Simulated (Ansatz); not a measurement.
Starting structure of a cell relaxation (symmetry kept):

```xyz
4
Lattice="4.3834 0.0000 0.0000 -2.1917 3.7961 0.0000 0.0000 0.0000 7.1535" Properties=species:S:1:pos:R:3 pbc="T T T"
Cd    0.0000    2.5307    0.0328
Cd    2.1917    1.2654    3.6095
Se    0.0000    2.5307    2.7213
Se    2.1917    1.2654    6.2981
```

All numbers below come from DFT PBE, scalar-relativistic, plane waves, PAW (Ansatz 0.2.0).

Settings: cutoff 420 eV, Γ-centred mesh 12×12×6 on the computed 4-atom cell, Gaussian smearing of 0.02 eV; no spin polarisation.

Q: What does it relax to?

A: The volume stays the same within 0.01 Å³/atom to 29.76 Å³/atom, and the energy changes by under 0.1 meV/atom. Final structure:
```
CELL_PARAMETERS angstrom
4.38338 0.00000 0.00000
-2.19169 3.79612 0.00000
0.00000 0.00000 7.15355
ATOMIC_POSITIONS crystal
Cd 0.33333 0.66667 0.00458
Cd 0.66667 0.33333 0.50458
Se 0.33333 0.66667 0.38042
Se 0.66667 0.33333 0.88042
```